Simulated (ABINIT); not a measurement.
# InP (F-43m): G0W0 with ABINIT, start to end

Aim: the G0W0 gap of InP (F-43m) on PBE with spin-orbit coupling, step by step.

Main program and level: ABINIT 10.8.3; PBE and many-body steps on it, plane waves.

## (1) The structure

The structure is cubic, space group F-43m (No. 216). The conventional cell has a = 5.869 Å, b = 5.869 Å, c = 5.869 Å, α = 90.00°, β = 90.00°, γ = 90.00°. In has 4 P at 2.54 Å nearest. Nearest to P lie 4 In at 2.54 Å. Farther neighbours are not listed.

The cell and positions come from the Crystallography Open Database and are kept as given unless a step says otherwise.

## (2) Ground state

This step: ABINIT 10.8.3; DFT, PBE with spin-orbit coupling, plane waves, norm-conserving pseudopotentials.

The ground-state density comes first.

Input file run.abi:

```
acell 3*1.0 Angstrom
rprim 
  -0.000000000000 2.934350000000 2.934350000000
  2.934350000000 -0.000000000000 2.934350000000
  2.934350000000 2.934350000000 -0.000000000000
ntypat 2
znucl 49 15
natom 2
typat 1 2
xred 
  0.000000000000 0.000000000000 0.000000000000
  0.250000000000 0.250000000000 0.250000000000
pp_dirpath "pseudos"
pseudos "In.upf, P.upf"
ecut 33
nspinor 2
ngkpt 6 6 6
nshiftk 1
shiftk 0 0 0
kptopt 1
chksymbreak 0
nband 36
occopt 1
tolvrs 1e-10
nstep 60
prtwf 0
optforces 0
optstress 0
indata_prefix "in"
outdata_prefix "out"
tmpdata_prefix "tmp"
```

Run with:

```console
$ OMP_NUM_THREADS=1 mpirun -n 4 abinit run.abi > log
```

Numbers of over 12 decimals in the logs are rounded to 6 here.

What it wrote:

```text
.Version 10.8.3 of ABINIT. v10.8.2 released Aug 2026.

 Symmetries : space group F-4 3 m (#216); Bravais cF (face-center cubic)
================================================================================
 Values of the parameters that define the memory need of the present run
     intxc =       0    ionmov =       0      iscf =       7    lmnmax =      16
     lnmax =      16     mgfft =      45  mpssoang =       5    mqgrid =    3001
     natom =       2  nloc_mem =       1    nspden =       1   nspinor =       2
    nsppol =       1      nsym =      24    n1xccc =    2501    ntypat =       2
    occopt =       1   xclevel =       2
-    mband =          36        mffmem =           1         mkmem =           4
       mpw =        3119          nfft =       91125          nkpt =          16
================================================================================
  Rough estimation (10% accuracy) of disk space for files :
================================================================================

--------------------------------------------------------------------------------
------------- Echo of variables that govern the present computation ------------
--------------------------------------------------------------------------------
 -outvars: echo values of preprocessed input variables --------
            acell      1.8897261259E+00  1.8897261259E+00  1.8897261259E+00 Bohr

      chksymbreak           0
             ecut      3.30000000E+01 Hartree
-          fftalg         312

              ixc     -101130
              kpt      0.00000000E+00  0.00000000E+00  0.00000000E+00
                       1.66666667E-01  0.00000000E+00  0.00000000E+00
                       3.33333333E-01  0.00000000E+00  0.00000000E+00
                       5.00000000E-01  0.00000000E+00  0.00000000E+00
                       1.66666667E-01  1.66666667E-01  0.00000000E+00
                       3.33333333E-01  1.66666667E-01  0.00000000E+00
                       5.00000000E-01  1.66666667E-01  0.00000000E+00
                      -3.33333333E-01  1.66666667E-01  0.00000000E+00
                      -1.66666667E-01  1.66666667E-01  0.00000000E+00
   [... 5 further rows ...]
                      -3.33333333E-01  3.33333333E-01  1.66666667E-01
                      -3.33333333E-01  5.00000000E-01  1.66666667E-01
         kptrlatt        6    0    0      0    6    0      0    0    6
          kptrlen      4.70518853E+01
P           mkmem           4
            natom           2
            nband          36
            ngfft          45      45      45
             nkpt          16
          nspinor           2
            nstep          60
             nsym          24
           ntypat           2
              occ      1.000000  1.000000  1.000000  1.000000  1.000000  1.000000
                       1.000000  1.000000  1.000000  1.000000  1.000000  1.000000
                       1.000000  1.000000  1.000000  1.000000  1.000000  1.000000
                       1.000000  1.000000  1.000000  1.000000  1.000000  1.000000
                       1.000000  1.000000  0.000000  0.000000  0.000000  0.000000
                       0.000000  0.000000  0.000000  0.000000  0.000000  0.000000
        optforces           0
        optstress           0
            prtwf           0
            rprim     -0.0000000000E+00  2.9343500000E+00  2.9343500000E+00
[...]
spgroup         216

           tolvrs      1.00000000E-10

             xred      0.0000000000E+00  0.0000000000E+00  0.0000000000E+00
[...]
znucl       49.00000   15.00000

================================================================================

 chkinp: Checking input parameters for consistency.

================================================================================
== DATASET  1 ==================================================================
-   mpi_nproc: 4, omp_nthreads: 1 (-1 if OMP is not activated)

--- !DatasetInfo
iteration_state: {dtset: 1, }
dimensions: {natom: 2, nkpt: 16, mband: 36, nsppol: 1, nspinor: 2, nspden: 1, mpw: 3119, }
cutoff_energies: {ecut:  33.0, pawecutdg:  -1.0, }
electrons: {nelect:   2.60000000E+01, charge:   0.00000000E+00, occopt:   1.00000000E+00, tsmear:   1.00000000E-02, }

 Real(R)+Recip(G) space primitive vectors, cartesian coordinates (Bohr,Bohr^-1):
 R(1)=  0.0000000  5.5451179  5.5451179  G(1)= -0.0901694  0.0901694  0.0901694
 R(2)=  5.5451179  0.0000000  5.5451179  G(2)=  0.0901694 -0.0901694  0.0901694
 R(3)=  5.5451179  5.5451179  0.0000000  G(3)=  0.0901694  0.0901694 -0.0901694
 Unit cell volume ucvol=  3.4100625E+02 bohr^3
 Angles (23,13,12)=  6.00000000E+01  6.00000000E+01  6.00000000E+01 degrees

 getcut: wavevector=  0.0000  0.0000  0.0000  ngfft=  45  45  45
         ecut(hartree)=     33.000   => boxcut(ratio)=   2.16973

--- Pseudopotential description ------------------------------------------------
- In Generated using ONCVPSP code by D. R. Hamann
- 49.00000  21.00000  180506                  znucl, zion, pspdat
12 -101130 2 -1 1986                          pspcod,pspxc,lmax,lloc,mmax
     nproj     2     4     2     0
     spin-orbit psp
        nprojso     4     4     0
  pspatm : epsatm=   33.78520267
         --- l  ekb(1:nproj) -->
[...]
1    2.501599   -1.163416    0.002939   -0.000034
[...]
spin-orbit 1    0.465209   -0.119786    0.028195   -0.000743
  spin-orbit 2    0.049413    0.017065   -0.000103   -0.000031
 pspatm: atomic psp has been read  and splines computed

- P Generated using ONCVPSP code by D. R. Hamann
- 15.00000   5.00000  180423                  znucl, zion, pspdat
12 -101130 2 -1 1298                          pspcod,pspxc,lmax,lloc,mmax
     nproj     2     3     2     0
     spin-orbit psp
        nprojso     3     3     0
  pspatm : epsatm=    8.06211112
         --- l  ekb(1:nproj) -->
[...]
1    3.371810    0.885290    0.000254
             2   -3.154886   -0.827406
  spin-orbit 1    0.099751   -0.022775    0.007813
  spin-orbit 2    0.001367    0.000277   -0.000084
 pspatm: atomic psp has been read  and splines computed

   1.08803016E+03                                ecore*ucvol(ha*bohr**3)
--------------------------------------------------------------------------------

_setup2: Arith. and geom. avg. npw (full set) are    3085.792    3085.771

================================================================================

--- !BeginCycle
iteration_state: {dtset: 1, }
solver: {iscf: 7, nstep: 60, nline: 4, wfoptalg: 0, }
tolerances: {tolvrs: 1.00E-10, }

     iter   Etot(hartree)      deltaE(h)  residm     vres2
 ETOT  1  -205.96878398061    -2.060E+02 2.193E-01 1.813E+02
 ETOT  2  -206.35779619499    -3.890E-01 1.100E-02 2.013E+01
 ETOT  3  -206.36041912496    -2.623E-03 8.942E-04 8.090E-01
 ETOT  4  -206.36046936949    -5.024E-05 7.425E-04 1.739E-01
 ETOT  5  -206.36048881732    -1.945E-05 2.912E-05 1.036E-02
 ETOT  6  -206.36049140414    -2.587E-06 1.908E-05 2.056E-03
 ETOT  7  -206.36049171742    -3.133E-07 4.856E-06 4.173E-06
 ETOT  8  -206.36049171800    -5.888E-10 6.337E-06 2.702E-07
 ETOT  9  -206.36049171803    -2.700E-11 3.922E-06 1.610E-08
 ETOT 10  -206.36049171803    -6.537E-13 6.115E-06 3.746E-10
 ETOT 11  -206.36049171803     5.002E-12 3.919E-06 5.532E-12

 At SCF step   11       vres2   =  5.53E-12 < tolvrs=  1.00E-10 =>converged.

--- !ResultsGS
iteration_state: {dtset: 1, }
comment   : Summary of ground state results
lattice_vectors:
- [ -0.0000000,   5.5451179,   5.5451179, ]
- [  5.5451179,  -0.0000000,   5.5451179, ]
- [  5.5451179,   5.5451179,  -0.0000000, ]
lattice_lengths: [   7.84198,    7.84198,    7.84198, ]
lattice_angles: [ 60.000,  60.000,  60.000, ] # degrees, (23, 13, 12)
lattice_volume:   3.4100625E+02
convergence: {deltae:  5.002E-12, res2:  5.532E-12, residm:  3.919E-06, diffor:  0.000E+00, }
etotal    :  -2.06360492E+02
entropy   :   0.00000000E+00
fermie    :   1.82107001E-01
cartesian_stress_tensor: null
pressure_GPa: null
xred      :
- [  0.0000E+00,   0.0000E+00,   0.0000E+00, In]
- [  2.5000E-01,   2.5000E-01,   2.5000E-01,  P]
cartesian_forces: null
force_length_stats: {min: null, max: null, mean: null, }

 Integrated electronic density in atomic spheres:
 ------------------------------------------------
 Atom  Sphere_radius  Integrated_density
    1        2.00000         17.83388495
    2        2.00000          2.76358331
================================================================================

 ----iterations are completed or convergence reached----

 Mean square residual over all n,k,spin=   10.283E-09; max=  39.193E-07
 reduced coordinates (array xred) for    2 atoms
       0.000000000000      0.000000000000      0.000000000000
       0.250000000000      0.250000000000      0.250000000000
 rms dE/dt=  0.0000E+00; max dE/dt=  0.0000E+00; dE/dt below (all hartree)
    1       0.000000000000      0.000000000000      0.000000000000
    2       0.000000000000      0.000000000000      0.000000000000

 cartesian coordinates (angstrom) at end:
    1      0.000000     0.000000     0.000000
    2      1.467175     1.467175     1.467175
 length scales=  1.889726125908  1.889726125908  1.889726125908 bohr
              =  1.000000000000  1.000000000000  1.000000000000 angstroms
 prteigrs : about to open file out_EIG
 Fermi (or HOMO) energy (hartree) =   0.18211   Average Vxc (hartree)=  -0.34742
 Eigenvalues (hartree) for nkpt=  16  k points:
 kpt#   1, nband= 36, wtk=  0.00463, kpt=  0.0000  0.0000  0.0000 (reduced coord)
  -4.04392   -4.04392   -2.68807   -2.68807   -2.44377   -2.44377   -2.44377   -2.44377
  -0.35699   -0.35699   -0.35699   -0.35699   -0.32820   -0.32820   -0.32451   -0.32451
  -0.32451   -0.32451   -0.24132   -0.24132    0.17847    0.17847    0.18211    0.18211
   0.18211    0.18211    0.20638    0.20638    0.31979    0.31979    0.33654    0.33654
   0.33654    0.33654    0.49631    0.49631
 prteigrs : prtvol=0 or 1, do not print more k-points.

--- !EnergyTerms
iteration_state     : {dtset: 1, }
comment             : Components of total free energy in Hartree
kinetic             :  7.01875919780079E+01
hartree             :  7.45252683702121E+01
xc                  : -3.01426968094062E+01
Ewald energy        : -1.03918092430690E+02
psp_core            :  3.19064579415566E+00
local_psp           : -2.04392545437787E+02
non_local_psp       : -1.58106631825194E+01
total_energy        : -2.06360491718027E+02
total_energy_eV     : -5.61535504604981E+03
band_energy         : -2.65210889727183E+01

== END DATASET(S) ==============================================================
================================================================================

 -outvars: echo values of variables after computation  --------
           etotal     -2.0636049172E+02
            nband          36
             nkpt          16
          spgroup         216
 [... the other variables as echoed above ...]

 Calculation completed.
```

Run time: 63 s. Hardware: 4 MPI ranks of Arm Neoverse V1, shared host; peak memory 0.37 GiB; 4.2 min of CPU time.

This step gave:

```yaml
total_energy: -5615.3550 eV
gap: 0.6604 eV
k_of_the_valence_top: 0, 0, 0
k_of_the_conduction_bottom: 0, 0, 0
least_direct_gap: 0.6604 eV
```

The gap is direct, at Γ.

## (3) Empty states on the mesh, 4×4×4 mesh, 276 bands

The sums over transitions need many empty states on a uniform mesh; this step solves for them.

Changes to run.abi since step 2:

```diff
@@ -16,3 +16,3 @@
 nspinor 2
-ngkpt 6 6 6
+ngkpt 4 4 4
 nshiftk 1
@@ -21,9 +21,10 @@
 chksymbreak 0
-nband 36
-occopt 1
-tolvrs 1e-10
+iscf -2
+irdden 1
+istwfk *1
+nband 276
+nbdbuf 24
+tolwfr 1e-09
 nstep 60
-prtwf 0
-optforces 0
-optstress 0
+prtvol 0
 indata_prefix "in"
```

What it wrote:

```text
.Version 10.8.3 of ABINIT. v10.8.2 released Aug 2026.

 Symmetries : space group F-4 3 m (#216); Bravais cF (face-center cubic)
[... echo of the input left out ...]
== DATASET  1 ==================================================================
-   mpi_nproc: 4, omp_nthreads: 1 (-1 if OMP is not activated)

--- !DatasetInfo
iteration_state: {dtset: 1, }
dimensions: {natom: 2, nkpt: 8, mband: 276, nsppol: 1, nspinor: 2, nspden: 1, mpw: 3119, }
cutoff_energies: {ecut:  33.0, pawecutdg:  -1.0, }
electrons: {nelect:   2.60000000E+01, charge:   0.00000000E+00, occopt:   1.00000000E+00, tsmear:   1.00000000E-02, }

 Real(R)+Recip(G) space primitive vectors, cartesian coordinates (Bohr,Bohr^-1):
 R(1)=  0.0000000  5.5451179  5.5451179  G(1)= -0.0901694  0.0901694  0.0901694
 R(2)=  5.5451179  0.0000000  5.5451179  G(2)=  0.0901694 -0.0901694  0.0901694
 R(3)=  5.5451179  5.5451179  0.0000000  G(3)=  0.0901694  0.0901694 -0.0901694
 Unit cell volume ucvol=  3.4100625E+02 bohr^3
 Angles (23,13,12)=  6.00000000E+01  6.00000000E+01  6.00000000E+01 degrees

 getcut: wavevector=  0.0000  0.0000  0.0000  ngfft=  45  45  45
         ecut(hartree)=     33.000   => boxcut(ratio)=   2.16973

--- Pseudopotential description ------------------------------------------------
- In Generated using ONCVPSP code by D. R. Hamann
- 49.00000  21.00000  180506                  znucl, zion, pspdat
12 -101130 2 -1 1986                          pspcod,pspxc,lmax,lloc,mmax
     nproj     2     4     2     0
     spin-orbit psp
        nprojso     4     4     0
  pspatm : epsatm=   33.78520267
         --- l  ekb(1:nproj) -->
             0   -0.549339    8.455817
             1    2.501599   -1.163416    0.002939   -0.000034
             2   -3.303827   -0.945305
  spin-orbit 1    0.465209   -0.119786    0.028195   -0.000743
  spin-orbit 2    0.049413    0.017065   -0.000103   -0.000031
 pspatm: atomic psp has been read  and splines computed

- P Generated using ONCVPSP code by D. R. Hamann
- 15.00000   5.00000  180423                  znucl, zion, pspdat
12 -101130 2 -1 1298                          pspcod,pspxc,lmax,lloc,mmax
     nproj     2     3     2     0
     spin-orbit psp
        nprojso     3     3     0
  pspatm : epsatm=    8.06211112
         --- l  ekb(1:nproj) -->
             0    1.052847    6.598958
             1    3.371810    0.885290    0.000254
[...]
spin-orbit 1    0.099751   -0.022775    0.007813
  spin-orbit 2    0.001367    0.000277   -0.000084
 pspatm: atomic psp has been read  and splines computed

--------------------------------------------------------------------------------

================================================================================
 prteigrs : about to open file out_EIG
 Non-SCF case, kpt    1 (  0.00000  0.00000  0.00000), residuals and eigenvalues=
  3.31E-10  5.03E-10  4.57E-10  6.51E-10  5.32E-10  6.21E-10  5.00E-10  6.28E-10
  5.10E-11  7.23E-11  3.24E-10  5.12E-10  4.33E-10  6.71E-10  5.65E-11  3.86E-10
  5.51E-10  8.63E-10  1.33E-10  1.91E-10  3.02E-10  4.19E-10  1.83E-10  2.61E-10
[...]
3.75E-06  6.39E-06  7.43E-06  1.19E-05
 -4.0439E+00 -4.0439E+00 -2.6881E+00 -2.6881E+00 -2.4438E+00 -2.4438E+00
 -2.4438E+00 -2.4438E+00 -3.5699E-01 -3.5699E-01 -3.5699E-01 -3.5699E-01
 -3.2820E-01 -3.2820E-01 -3.2451E-01 -3.2451E-01 -3.2451E-01 -3.2451E-01
[...]
3.6059E+00  3.6059E+00  3.6071E+00  3.6071E+00  3.6334E+00  3.6334E+00
  3.6345E+00  3.6352E+00  3.6456E+00  3.6456E+00  3.6457E+00  3.6457E+00
 prteigrs : prtvol=0 or 1, do not print more k-points.

--- !ResultsGS
iteration_state: {dtset: 1, }
comment   : Summary of ground state results
lattice_vectors:
- [ -0.0000000,   5.5451179,   5.5451179, ]
- [  5.5451179,  -0.0000000,   5.5451179, ]
- [  5.5451179,   5.5451179,  -0.0000000, ]
lattice_lengths: [   7.84198,    7.84198,    7.84198, ]
lattice_angles: [ 60.000,  60.000,  60.000, ] # degrees, (23, 13, 12)
lattice_volume:   3.4100625E+02
convergence: {deltae:  0.000E+00, res2:  0.000E+00, residm:  9.977E-10, diffor:  0.000E+00, }
etotal    :  -2.06360492E+02
entropy   :   0.00000000E+00
fermie    :   1.82107001E-01
cartesian_stress_tensor: null
pressure_GPa: null
xred      :
- [  0.0000E+00,   0.0000E+00,   0.0000E+00, In]
- [  2.5000E-01,   2.5000E-01,   2.5000E-01,  P]
cartesian_forces: null
force_length_stats: {min: null, max: null, mean: null, }

 Integrated electronic density in atomic spheres:
 ------------------------------------------------
 Atom  Sphere_radius  Integrated_density
[...]
================================================================================

 ----iterations are completed or convergence reached----

 Mean square residual over all n,k,spin=   41.824E-11; max=  99.770E-11
 reduced coordinates (array xred) for    2 atoms
       0.000000000000      0.000000000000      0.000000000000
       0.250000000000      0.250000000000      0.250000000000

 cartesian coordinates (angstrom) at end:
    1      0.000000     0.000000     0.000000
    2      1.467175     1.467175     1.467175
 length scales=  1.889726125908  1.889726125908  1.889726125908 bohr
              =  1.000000000000  1.000000000000  1.000000000000 angstroms
 prteigrs : about to open file out_EIG
 Eigenvalues (hartree) for nkpt=   8  k points:
 kpt#   1, nband=276, wtk=  0.01563, kpt=  0.0000  0.0000  0.0000 (reduced coord)
[...]
3.59013    3.59013    3.59013    3.59013    3.59014    3.59014    3.60587    3.60587
   3.60589    3.60592    3.60710    3.60713    3.63343    3.63345    3.63454    3.63522
   3.64557    3.64559    3.64569    3.64569
 prteigrs : prtvol=0 or 1, do not print more k-points.

== END DATASET(S) ==============================================================
================================================================================

 -outvars: echo values of variables after computation  --------
            nband         276
             nkpt           8
          spgroup         216
 [... the other variables as echoed above ...]

 Calculation completed.
```

Wall time 3.8 min (4 MPI ranks); peak memory 0.57 GiB; 15 min of CPU time.

Numbers from this step:

```
gap                                                           : 0.6604 eV
k of the valence top                                          : 0, 0, 0
k of the conduction bottom                                    : 0, 0, 0
least direct gap                                              : 0.6604 eV
k points computed                                             : 8
lowest point of the top converged band, above the valence top : 88.9853 eV
```

On this mesh the gap is 0.660 eV.

(Part 1 of 2 ends here.)

[Paths, hosts, dates, memory and timing lines, banners, echoed tables and standing remarks are left out of the program output.]

[Logs are printed without paths, hosts, clocks, repeated set-up lines and the standing remarks that a program may print on its own settings, such as how far it seeks lower states.]

[Runs of the session that timed out or met a known fault of the program may be left out.]

[Hosts, paths, dates, database ids (printed as entryN), source tags and the programs' standing remarks are cut or masked in the printed files.]

[G0W0 gaps are taken among the corrected bands and points alone; a level outside them can change the order at an edge.]

[Where Ansatz stands beside ABINIT at settings called matched, ABINIT's density can come from a denser mesh and the files from another edition; pairs whose starting gaps differed by over 0.03 eV were left out, so agreement reads better than it is.]
